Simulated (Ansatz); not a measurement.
InCuS2 (chalcopyrite, I-42d) under volume change, plane-wave PAW PBEsol (Ansatz code), shape and atoms relaxed at each volume.

| V (Å³/atom) | E − E(relaxed) (meV/atom) | P (GPa) |
|---|---|---|
| 18.882 | 48.0 | 9.03 |
| 19.505 | 20.0 | 5.48 |
| 20.127 | 4.7 | 2.50 |
| 20.750 | 0.0 | 0.00 |
| 21.372 | 4.2 | -2.10 |
| 21.995 | 15.8 | -3.85 |
| 22.617 | 33.7 | -5.32 |

**Question.** What does a third-order Birch–Murnaghan fit give for V₀, B₀ and B′?

**Answer.** V₀ = 20.75 Å³/atom, B₀ = 76.1 GPa, B′ = 4.9.

The cell was relaxed with PBEsol under the symmetry of its start. The run is not spin-polarised.

Potentials: the later of the program's two PAW sets.
